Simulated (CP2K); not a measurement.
# Rh (Fm-3m) in CP2K: a series of runs

One crystal, Rh, is run at these levels: PBEsol; tasks: single point, equation of state.

All numbers are computed with CP2K 2026.2; they aren't measurements. Logs are shortened: lines on timing, memory, paths and dates and some standing lists are left out, and cuts for length are marked.

**The experiment to reproduce.**

From “Thermal equation of state of rhodium characterized by XRD in a resistively heated diamond anvil cell”, 2024, pmc:11535440, for a bulk crystal of Rh: bulk modulus 264 ± 1 GPa.

How close the calculation comes is told below.

**1. Starting point**

It takes space group Fm-3m (No. 225, cubic). Conventional cell: a = 3.796 Å, b = 3.796 Å, c = 3.796 Å, α = 90.00°, β = 90.00°, γ = 90.00°. Around Rh (site symmetry m-3m) lie 12 Rh at 2.68 Å.

**2. Single point, PBEsol, 13.67 Å³/atom**

rh_eos.inp

```
&GLOBAL
  PROJECT rh_eos
  RUN_TYPE ENERGY_FORCE
  PRINT_LEVEL LOW
&END GLOBAL
&FORCE_EVAL
  METHOD QS
  STRESS_TENSOR ANALYTICAL
  &DFT
    BASIS_SET_FILE_NAME BASIS_MOLOPT_UZH
    POTENTIAL_FILE_NAME POTENTIAL_UZH
    &MGRID
      CUTOFF 450
      REL_CUTOFF 60
      NGRIDS 5
    &END MGRID
    &QS
      METHOD GPW
      EPS_DEFAULT 1.0E-10
    &END QS
    &KPOINTS
      SCHEME MONKHORST-PACK 12 12 12
      GAMMA_CENTERED T
      SYMMETRY T
      SYMMETRY_BACKEND SPGLIB
    &END KPOINTS
    &SCF
      SCF_GUESS ATOMIC
      EPS_SCF 1.0E-6
      MAX_SCF 100
      ADDED_MOS 11
      CHOLESKY OFF
      EPS_EIGVAL 1.0E-7
      &DIAGONALIZATION ON
        ALGORITHM STANDARD
      &END DIAGONALIZATION
      &MIXING ON
        METHOD BROYDEN_MIXING
        ALPHA 0.4
        BETA 1.5
        NBUFFER 8
      &END MIXING
      &SMEAR ON
        METHOD FERMI_DIRAC
        ELECTRONIC_TEMPERATURE [K] 580.226
      &END SMEAR
    &END SCF
    &XC
      &XC_FUNCTIONAL
        &GGA_X_PBE_SOL
        &END GGA_X_PBE_SOL
        &GGA_C_PBE_SOL
        &END GGA_C_PBE_SOL
      &END XC_FUNCTIONAL
    &END XC
    &PRINT
      &KPOINTS ON
      &END KPOINTS
      &MULLIKEN ON
      &END MULLIKEN
      &MO ON
        ENERGIES T
        OCCUPATION_NUMBERS T
        &EACH
          QS_SCF 0
        &END EACH
        ADD_LAST NUMERIC
      &END MO
    &END PRINT
  &END DFT
  &SUBSYS
    &CELL
      A 2.6839652093 0.0000000000 0.0000000000
      B 1.3419826047 2.3243820542 0.0000000000
      C 1.3419826047 0.7747940181 2.1914484168
      PERIODIC XYZ
    &END CELL
    &COORD
      SCALED
      Rh  0.0000000000 0.0000000000 0.0000000000
    &END COORD
    &KIND Rh
      BASIS_SET TZVP-MOLOPT-PBE-GTH-q17
      POTENTIAL GTH-PBE-q17
    &END KIND
    &PRINT
      &ATOMIC_COORDINATES ON
      &END ATOMIC_COORDINATES
      &CELL ON
      &END CELL
    &END PRINT
  &END SUBSYS
  &PRINT
    &FORCES ON
    &END FORCES
    &STRESS_TENSOR ON
    &END STRESS_TENSOR
  &END PRINT
&END FORCE_EVAL
```

Potentials or basis: POTENTIAL_UZH Rh GTH-PBE-q17; TZVP-MOLOPT-PBE-GTH basis.

Command:

```
$ OMP_NUM_THREADS=1 cp2k.psmp -i rh_eos.inp -o rh_eos.out
```

rh_eos.out:

```text

 CP2K| version string:                                       CP2K version 2026.2
 CP2K| Input file name                                                rh_eos.inp

 GLOBAL| Force Environment number                                              1
 GLOBAL| Basis set file name                                    BASIS_MOLOPT_UZH
 GLOBAL| Potential file name                                       POTENTIAL_UZH
 GLOBAL| MM Potential file name                                     MM_POTENTIAL
 GLOBAL| Coordinate file name                                      __STD_INPUT__
 GLOBAL| Method name                                                        CP2K
 GLOBAL| Project name                                                     rh_eos
 GLOBAL| Run type                                                   ENERGY_FORCE
 GLOBAL| FFT library                                                       FFTW3
 GLOBAL| Diagonalization library                                       ScaLAPACK
 GLOBAL| Cholesky decomposition library                                ScaLAPACK
 GLOBAL| DGEMM library                                                      BLAS
 GLOBAL| Direct generalized diagonalization requested                          F
 GLOBAL| Matrix multiplication library                                 ScaLAPACK
 GLOBAL| Global print level                                                  LOW
 GLOBAL| Total number of message passing processes                             1
 GLOBAL| Number of threads for this process                                    1
 GLOBAL| CPU model name                                 Intel(R) Xeon(R) 6975P-C

 CELL| Volume [angstrom^3]:                                            13.671484
 CELL| Vector a [angstrom]:       2.684     0.000     0.000   |a| =     2.683965
 CELL| Vector b [angstrom]:       1.342     2.324     0.000   |b| =     2.683965
 CELL| Vector c [angstrom]:       1.342     0.775     2.191   |c| =     2.683965
 CELL| Angle (b,c), alpha [degree]:                                    60.000000
 CELL| Angle (a,c), beta  [degree]:                                    60.000000
 CELL| Angle (a,b), gamma [degree]:                                    60.000000
 CELL| Numerically orthorhombic:                                              NO
 CELL| Periodicity                                                           XYZ

 CELL_REF| Volume [angstrom^3]:                                        13.671484
 CELL_REF| Vector a [angstrom     2.684     0.000     0.000   |a| =     2.683965
 CELL_REF| Vector b [angstrom     1.342     2.324     0.000   |b| =     2.683965
 CELL_REF| Vector c [angstrom     1.342     0.775     2.191   |c| =     2.683965
 CELL_REF| Angle (b,c), alpha [degree]:                                60.000000
 CELL_REF| Angle (a,c), beta  [degree]:                                60.000000
 CELL_REF| Angle (a,b), gamma [degree]:                                60.000000
 CELL_REF| Numerically orthorhombic:                                          NO
 CELL_REF| Periodicity                                                       XYZ
[... 9 lines left out ...]
 TOTAL NUMBERS AND MAXIMUM NUMBERS

[... 105 lines left out ...]

 SCF WAVEFUNCTION OPTIMIZATION

  Step     Update method      Time    Convergence         Total energy    Change
  ------------------------------------------------------------------------------
     1 NoMix/Diag. 0.40E+00   10.2     0.48601261      -109.8291122988 -1.10E+02
     2 Broy./Diag. 0.40E+00    8.3     0.06101742      -111.1119714924 -1.28E+00
     3 Broy./Diag. 0.40E+00    8.0     0.05614466      -110.0490420737  1.06E+00
     4 Broy./Diag. 0.40E+00    8.1     0.02282335      -109.4157712286  6.33E-01
     5 Broy./Diag. 0.40E+00    8.1     0.00145333      -109.4516826468 -3.59E-02
     6 Broy./Diag. 0.40E+00    8.1     0.00052907      -109.4311572111  2.05E-02
     7 Broy./Diag. 0.40E+00    8.2     0.00012277      -109.4303995293  7.58E-04
     8 Broy./Diag. 0.40E+00    8.5     0.00006175      -109.4298239116  5.76E-04
     9 Broy./Diag. 0.40E+00    8.3     0.00000656      -109.4300997368 -2.76E-04
    10 Broy./Diag. 0.40E+00    8.2     0.00000214      -109.4300877189  1.20E-05
    11 Broy./Diag. 0.40E+00    8.2     0.00000042      -109.4300908758 -3.16E-06

  *** SCF run converged in    11 steps ***

  Electronic density on regular grids:        -16.9999999998        0.0000000002
  Core density on regular grids:               16.9999999994       -0.0000000006
  Total charge density on r-space grids:       -0.0000000004
  Total charge density g-space grids:          -0.0000000004

  Overlap energy of the core charge distribution:               0.00000000000000
  Self energy of the core charge distribution:               -197.34967383445772
  Core Hamiltonian energy:                                     46.55713361166885
  Hartree energy:                                              52.52348648800353
  Exchange-correlation energy:                                -11.16075059261636
  Electronic entropic energy:                                  -0.00028654831338
  Fermi energy:                                                 0.65396658525567

  Total energy:                                              -109.43009087583417
  Total energy (extrapolated to T->0):                       -109.42994760167748

 MO| EIGENVALUES AND OCCUPATION NUMBERS FOR K POINT 1
 MO|
 MO|  Index      Eigenvalue [a.u.]        Eigenvalue [eV]             Occupation
 MO|      1              -2.239994             -60.953330               2.000000
 MO|      2              -1.078018             -29.334351               2.000000
 MO|      3              -1.054631             -28.697963               2.000000
 MO|      4              -1.054631             -28.697963               2.000000
 MO|      5               0.423547              11.525308               2.000000
 MO|      6               0.536593              14.601430               2.000000
[... 350 lines left out ...]
 MO|     19               2.174180              59.162435               0.000000
 MO|     20               2.198660              59.828593               0.000000
 MO| Sum:                                                              17.999868
 MO| E(Fermi):            0.653967 a.u.         17.795336 eV

 [... the levels of further k-points ...]

 !-----------------------------------------------------------------------------!
                     Mulliken Population Analysis

 #  Atom  Element  Kind  Atomic population                           Net charge
       1     Rh       1         17.000000                              0.000000
 # Total charge                             17.000000                  0.000000

 !-----------------------------------------------------------------------------!

 ENERGY| Total FORCE_EVAL ( QS ) energy [hartree]           -109.430092556176930

 FORCES| Atomic forces [hartree/bohr]
 FORCES|   Atom     x               y               z               |f|
 FORCES|      1 -1.31293991E-14 -6.60867226E-15 -3.38595043E-14   3.69123516E-14
 FORCES| Sum    -1.31293991E-14 -6.60867226E-15 -3.38595043E-14
 FORCES| Total atomic force                                       3.69123516E-14

 STRESS| Analytical stress tensor [bar]
 STRESS|                        x                   y                   z
 STRESS|      x       -1.18548564314E+04  -2.11718792761E-01  -1.49343480889E-01
 STRESS|      y       -2.11718792761E-01  -1.18546183891E+04  -8.86463150495E-02
 STRESS|      z       -1.49343480889E-01  -8.86463150495E-02  -1.18545642855E+04
 STRESS| 1/3 Trace                                            -1.18546797020E+04
 STRESS| Determinant                                          -1.66597880882E+12

 STRESS| Eigenvectors and eigenvalues of the analytical stress tensor [bar]
 STRESS|                        1                   2                   3
 STRESS| Eigenvalues  -1.18550432597E+04  -1.18545014716E+04  -1.18544943747E+04
 STRESS|      x           0.811106223258     -0.365665200804     -0.456503730010
 STRESS|      y           0.475305147444     -0.042780988363      0.878780293275
 STRESS|      z           0.340869053164      0.929762737453     -0.139102626285
```

Run time: 1.9 min. Hardware: 1 thread of Intel Xeon 6975P-C (Granite Rapids), shared host; peak memory 0.35 GiB.

Results:

| Quantity | Value |
| --- | --- |
| Free energy | -2977.7443 eV |
| Pressure | -1.2 GPa |
| Band gap on the k mesh | none (metal or under the smearing width) |

Caveat: the potentials were made for another functional, which shifts forces and pressure; the basis of atomic orbitals isn't converged, which shifts pressures, moduli and gaps.

**3. Single point, PBEsol, 13.40 Å³/atom (volume scaled by 0.98)**

rh_eos.inp: that of step 2 with these lines changed.

```diff
@@ -11,2 +11,3 @@
     POTENTIAL_FILE_NAME POTENTIAL_UZH
+    WFN_RESTART_FILE_NAME previous-RESTART.kp
     &MGRID
@@ -27,3 +28,3 @@
     &SCF
-      SCF_GUESS ATOMIC
+      SCF_GUESS RESTART
       EPS_SCF 1.0E-6
@@ -72,5 +73,5 @@
     &CELL
-      A 2.6839652093 0.0000000000 0.0000000000
-      B 1.3419826047 2.3243820542 0.0000000000
-      C 1.3419826047 0.7747940181 2.1914484168
+      A 2.6659514772 0.0000000000 0.0000000000
+      B 1.3329757387 2.3087817046 0.0000000000
+      C 1.3329757387 0.7695939016 2.1767402661
       PERIODIC XYZ
```

Potentials or basis: POTENTIAL_UZH Rh GTH-PBE-q17; TZVP-MOLOPT-PBE-GTH basis.

Command:

```
$ OMP_NUM_THREADS=1 cp2k.psmp -i rh_eos.inp -o rh_eos.out
```

It took 96 s on 1 thread of Intel Xeon 6975P-C (Granite Rapids), shared host; peak memory 0.34 GiB.

The run converged. Its results:

| Item | Value |
| --- | --- |
| Free energy | -2977.7410 eV |
| Pressure | 5.1 GPa |
| Band gap on the k mesh | none (metal or under the smearing width) |

Caveat: the potentials were made for another functional, which shifts forces and pressure; the basis of atomic orbitals isn't converged, which shifts pressures, moduli and gaps.

**4. Single point, PBEsol, 13.94 Å³/atom (volume scaled by 1.02)**

rh_eos.inp: that of step 3 with these lines changed.

```diff
@@ -73,5 +73,5 @@
     &CELL
-      A 2.6659514772 0.0000000000 0.0000000000
-      B 1.3329757387 2.3087817046 0.0000000000
-      C 1.3329757387 0.7695939016 2.1767402661
+      A 2.7017403314 0.0000000000 0.0000000000
+      B 1.3508701657 2.3397757615 0.0000000000
+      C 1.3508701657 0.7799252539 2.2059617432
       PERIODIC XYZ
```

Command:

```
$ OMP_NUM_THREADS=1 cp2k.psmp -i rh_eos.inp -o rh_eos.out
```

Wall time 91 s (1 thread of Intel Xeon 6975P-C (Granite Rapids), shared host); peak memory 0.33 GiB.

It converged, with:

```
Free energy            : -2977.7374 eV
Pressure               : -6.7 GPa
Band gap on the k mesh : none (metal or under the smearing width)
```

Caveat: the potentials were made for another functional, which shifts forces and pressure; the basis of atomic orbitals isn't converged, which shifts pressures, moduli and gaps.

**5. Single point, PBEsol, 13.12 Å³/atom (volume scaled by 0.96)**

rh_eos.inp: that of step 4 with these lines changed.

```diff
@@ -73,5 +73,5 @@
     &CELL
-      A 2.7017403314 0.0000000000 0.0000000000
-      B 1.3508701657 2.3397757615 0.0000000000
-      C 1.3508701657 0.7799252539 2.2059617432
+      A 2.6476909625 0.0000000000 0.0000000000
+      B 1.3238454813 2.2929676350 0.0000000000
+      C 1.3238454813 0.7643225450 2.1618306183
       PERIODIC XYZ
```

Command:

```
$ OMP_NUM_THREADS=1 cp2k.psmp -i rh_eos.inp -o rh_eos.out
```

Wall time 1.7 min (1 thread of Intel Xeon 6975P-C (Granite Rapids), shared host); peak memory 0.35 GiB.

It converged, with:

| Property | Result |
| --- | --- |
| Free energy | -2977.7265 eV |
| Pressure | 12.2 GPa |
| Band gap on the k mesh | none (metal or under the smearing width) |

Caveat: the potentials were made for another functional, which shifts forces and pressure; the basis of atomic orbitals isn't converged, which shifts pressures, moduli and gaps.

**6. Single point, PBEsol, 14.22 Å³/atom (volume scaled by 1.04)**

rh_eos.inp: that of step 5 with these lines changed.

```diff
@@ -73,5 +73,5 @@
     &CELL
-      A 2.6476909625 0.0000000000 0.0000000000
-      B 1.3238454813 2.2929676350 0.0000000000
-      C 1.3238454813 0.7643225450 2.1618306183
+      A 2.7192845913 0.0000000000 0.0000000000
+      B 1.3596422957 2.3549695363 0.0000000000
+      C 1.3596422957 0.7849898455 2.2202865715
       PERIODIC XYZ
```

Potentials or basis: POTENTIAL_UZH Rh GTH-PBE-q17; TZVP-MOLOPT-PBE-GTH basis.

Command:

```
$ OMP_NUM_THREADS=1 cp2k.psmp -i rh_eos.inp -o rh_eos.out
```

Wall time 93 s (1 thread of Intel Xeon 6975P-C (Granite Rapids), shared host); peak memory 0.33 GiB.

Results (log left out):

* Free energy: -2977.7217 eV
* Pressure: -11.6 GPa
* Band gap on the k mesh: none (metal or under the smearing width)

Caveat: the potentials were made for another functional, which shifts forces and pressure; the basis of atomic orbitals isn't converged, which shifts pressures, moduli and gaps.

**7. Single point, PBEsol, 12.85 Å³/atom (volume scaled by 0.94)**

rh_eos.inp: that of step 6 with these lines changed.

```diff
@@ -73,5 +73,5 @@
     &CELL
-      A 2.7192845913 0.0000000000 0.0000000000
-      B 1.3596422957 2.3549695363 0.0000000000
-      C 1.3596422957 0.7849898455 2.2202865715
+      A 2.6291750353 0.0000000000 0.0000000000
+      B 1.3145875177 2.2769323716 0.0000000000
+      C 1.3145875177 0.7589774572 2.1467124271
       PERIODIC XYZ
```

Command:

```
$ OMP_NUM_THREADS=1 cp2k.psmp -i rh_eos.inp -o rh_eos.out
```

It took 1.7 min on 1 thread of Intel Xeon 6975P-C (Granite Rapids), shared host; peak memory 0.35 GiB.

The run converged. Its results:

| Quantity | Value |
| --- | --- |
| Free energy | -2977.6990 eV |
| Pressure | 20.2 GPa |
| Band gap on the k mesh | none (metal or under the smearing width) |

Caveat: the potentials were made for another functional, which shifts forces and pressure; the basis of atomic orbitals isn't converged, which shifts pressures, moduli and gaps.

**8. Single point, PBEsol, 14.49 Å³/atom (volume scaled by 1.06)**

rh_eos.inp: that of step 7 with these lines changed.

```diff
@@ -73,5 +73,5 @@
     &CELL
-      A 2.6291750353 0.0000000000 0.0000000000
-      B 1.3145875177 2.2769323716 0.0000000000
-      C 1.3145875177 0.7589774572 2.1467124271
+      A 2.7366053423 0.0000000000 0.0000000000
+      B 1.3683026712 2.3699697467 0.0000000000
+      C 1.3683026712 0.7899899156 2.2344289054
       PERIODIC XYZ
```

Command:

```
$ OMP_NUM_THREADS=1 cp2k.psmp -i rh_eos.inp -o rh_eos.out
```

Wall time 92 s (1 thread of Intel Xeon 6975P-C (Granite Rapids), shared host); peak memory 0.33 GiB.

It converged, with:

- Free energy: -2977.6981 eV
- Pressure: -15.9 GPa
- Band gap on the k mesh: none (metal or under the smearing width)

Caveat: the potentials were made for another functional, which shifts forces and pressure; the basis of atomic orbitals isn't converged, which shifts pressures, moduli and gaps.

**9. Equation of state, PBEsol**

Potentials or basis: POTENTIAL_UZH Rh GTH-PBE-q17; TZVP-MOLOPT-PBE-GTH basis.

This step only gathers the single runs of the series.

What came out:

```
Equilibrium volume                      : 13.62 Å³/atom
Bulk modulus                            : 300 GPa
Pressure derivative of the bulk modulus : 5.1
```

Energy against volume, from the lowest point:
| volume (Å³/atom) | energy (meV/atom) |
| --- | --- |
| 12.851 | 45.24 |
| 13.125 | 17.80 |
| 13.398 | 3.21 |
| 13.671 | 0.00 |
| 13.945 | 6.85 |
| 14.218 | 22.58 |
| 14.492 | 46.17 |

Caveat: the potentials were made for another functional, which shifts forces and pressure; the basis of atomic orbitals isn't converged, which shifts pressures, moduli and gaps.

**10. Comparison with measurements**

Step 9. Against the measured bulk modulus of Rh, 264 GPa (quoted in “Thermal equation of state of rhodium characterized by XRD in a resistively heated diamond anvil cell”, 2024, pmc:11535440), the calculated 300 GPa is off by +13.8 %. The fit is for a static lattice scaled at fixed shape and fixed fractional positions.
